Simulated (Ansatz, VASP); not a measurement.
Two plane-wave programs on C

File INCAR:

```
PREC = Accurate ; ENCUT = 520
EDIFF = 1E-6 ; ISMEAR = 0
SIGMA = 0.019000000000000003 ; LREAL = False
LASPH = True ; NELM = 80
ALGO = Fast ; ISIF = 2
LWAVE = False ; LCHARG = False
GGA = PE
```

The input KPOINTS:

```
regular mesh
0
Gamma
  13 13 13
```

Contents of POSCAR:

```
C
1.0
    0.0000000000      1.7833700000      1.7833700000
    1.7833700000      0.0000000000      1.7833700000
    1.7833700000      1.7833700000      0.0000000000
C
2
Direct
    0.7500000000      0.7500000000      0.7500000000
    0.5000000000      0.5000000000      0.5000000000
```

The input input.yaml:

```yaml
crystal:
  lattice:
    - [0.0, 1.78337, 1.78337]
    - [1.78337, 0.0, 1.78337]
    - [1.78337, 1.78337, 0.0]
  atoms:
    - { symbol: C, position: [0.75, 0.75, 0.75] }
    - { symbol: C, position: [0.5, 0.5, 0.5] }
hamiltonian:
  xc: pbe
  pseudopotentials: { kind: paw }
kpoints:
  mp_grid: { grid: [13, 13, 13] }
scf:
  occupations: { method: gaussian, width: 0.019 }
output:
  forces: true
  stress: true
  eigenvalues: true
  write_density: true
  write_potential: true
  elf: true
  volumetric_format: npy
```

This isn't the form of C at room conditions, which is graphite.

Alike in both runs: task single point; functional PBE; k mesh 13 × 13 × 13; occupations gaussian, width 0.019 eV; no spin polarisation.

```csv
,VASP,Ansatz
version,VASP 6.6.1,Ansatz 0.2.0
potentials or method,"VASP PAW PBE potentials, release 64 (C)",Ansatz PAW
plane-wave cutoff (eV),520,420
valence electrons in the cell,8,8
```

VASP gave:

| Property | Result |
| --- | --- |
| gap on the k mesh at the Fermi level (eV) | 4.14 |
| least direct gap on the mesh (eV) | 5.59 |
| pressure (GPa) | 2.5 |

Q: What did Ansatz give for the same quantities?

A: gap on the k mesh at the Fermi level (eV): 4.15; least direct gap on the mesh (eV): 5.59; pressure (GPa): 1.8.

With one functional, cell and mesh, what is left measures potentials, basis and numerics.

Caveats: an odd mesh through Γ misses points on the zone boundary, where band edges often lie (VASP); odd divisions of the mesh miss points on the zone boundary, where band edges often lie, so the gap on the mesh can be too wide (Ansatz); the pressure holds a Pulay correction of +1.0 GPa for the finite cutoff (Ansatz).
